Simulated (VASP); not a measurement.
Write the native input for VASP 6.6.1 that does the following.

- Task: single point
- Functional: PBE
- Potentials or basis: VASP PAW PBE potentials, release 64 (Zn, Si, P)
- Cutoff: 520 eV
- k mesh: 4 × 4 × 4
- Occupations: gaussian, width 0.1 eV
- Spin: no spin polarisation
- Dipole correction: no
- Further INCAR settings: ALGO = Fast; EDIFF = 1e-06; NBANDS = 36

The structure of ZnSiP2 lies in POSCAR:

```
ZnSiP2
1.0
   -2.6867030000      2.6867030000      5.2300310000
    2.6867030000     -2.6867030000      5.2300310000
    2.6867030000      2.6867030000     -5.2300310000
Zn Si P
2 2 4
Direct
    0.0000000000      0.0000000000      0.0000000000
    0.7500000000      0.2500000000      0.5000000000
    0.5000000000      0.5000000000      0.0000000000
    0.2500000000      0.7500000000      0.5000000000
    0.3750000000      0.3923010000      0.5173010000
    0.8750000000      0.8576990000      0.4826990000
    0.6076990000      0.1250000000      0.9826990000
    0.1423010000      0.6250000000      0.0173010000
```

The cell is a database's computed one.

The input as run:

INCAR

```
ALGO = Fast
EDIFF = 1E-6
ENCUT = 520
GGA = PE
ISIF = 2
ISMEAR = 0
LASPH = True
LCHARG = True
LELF = True
LREAL = False
LVHAR = True
LWAVE = False
NBANDS = 36
NELM = 100
PREC = Accurate
SIGMA = 0.1
```

KPOINTS

```
k-points
0
Gamma
  4 4 4
```

Potentials or basis: VASP PAW PBE potentials, release 64 (Zn, Si, P).

Command:

```console
$ cat potpaw_PBE.64/Zn/POTCAR potpaw_PBE.64/Si/POTCAR potpaw_PBE.64/P/POTCAR > POTCAR
$ mpirun -np 1 vasp_std > vasp.out
```

Results of the run:

```yaml
Pressure: 2.2 GPa
Largest_force: 0.017 eV/Å
Band_gap_on_the_k_mesh: 1.32 eV, direct
```

It took 97 s on 1 thread of Intel(R) Xeon(R) Platinum 8488C (Sapphire Rapids) (shared host), peak memory 0.35 GiB.
